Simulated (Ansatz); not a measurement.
CuI:

```
I Cu
1.0
     4.09020    0.00000    0.00000
     0.00000    4.09020    0.00000
     0.00000    0.00000    6.55146
I Cu
2 2
Direct
  0.00000 0.50000 0.74303
  0.50000 0.00000 0.25697
  0.00000 0.00000 0.00000
  0.50000 0.50000 0.00000
```

Measurements of this composition are mostly on another form, of space group No. 216.

Base run:

| Item | Value |
| --- | --- |
| Program | Ansatz 0.2.0 |
| Functional | PBEsol |
| Potentials or basis | all-electron LAPW, relativistic spinors |
| Cutoff | 255 eV (chosen from the basis error) |
| Basis error allowed | 0.002 eV/atom |
| k mesh | 5 × 5 × 3 |
| Occupations | fermi-dirac, width 0.05 eV |
| Spin | spin-orbit coupling, no magnetisation |

Its results: band gap on the k mesh 1.29 eV, direct; pressure -1.5 GPa; largest force 0.203 eV/Å.

Problem. The run is repeated on the same cell with these changes: potentials or basis from all-electron LAPW, relativistic spinors to all-electron LAPW, scalar-relativistic; spin from spin-orbit coupling, no magnetisation to no spin polarisation. What comes out?

Solution. Band gap on the k mesh 1.49 eV, direct; pressure -1.6 GPa; largest force 0.230 eV/Å.

Spin-orbit coupling splits the band edges, which narrows the gap.

Caveats: this functional lacks dispersion, which binds the layers, so the pressure and a relaxed spacing across them are unreliable; spin-orbit coupling is left out, which moves the levels of the heavy elements (some runs).
